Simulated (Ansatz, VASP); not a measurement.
MoS2: VASP beside Ansatz

```xyz
6
Lattice="3.1518 0.0000 0.0000 -1.5759 2.7295 0.0000 0.0000 0.0000 44.3529" Properties=species:S:1:pos:R:3 pbc="T T T"
S     0.0000    1.8197   17.5807
S     0.0000    1.8197   20.7142
S     1.5759    0.9098   23.6387
S     1.5759    0.9098   26.7722
Mo    1.5759    0.9098   19.1482
Mo    0.0000    1.8197   25.2046
```

Alike in both runs: functional PBE; dispersion D3(BJ); k mesh 12 × 12 × 1; occupations gaussian, width 0.02 eV; no spin polarisation.

Ansatz relaxed the structure, and its values are those at the end. VASP's run is a single point on that final structure, the one shown.

|  | VASP | Ansatz |
| --- | --- | --- |
| version | VASP 6.6.1 | Ansatz 0.2.0 |
| potentials or method | VASP PAW PBE potentials, release 64 (S, Mo_sv) | scalar-relativistic, plane waves, PAW |
| plane-wave cutoff (eV) | 520 | 420 |
| valence electrons in the cell | 52 | 52 |

Ansatz gave:

| Item | Value |
| --- | --- |
| gap on the k mesh at the Fermi level (eV) | 1.21 |
| least direct gap on the mesh (eV) | 1.74 |
| rms of the force components (eV/Å) | 0.000 |

Q: What did VASP give for the same quantities?

A: gap on the k mesh at the Fermi level (eV): 1.22; least direct gap on the mesh (eV): 1.75; rms of the force components (eV/Å): 0.006.
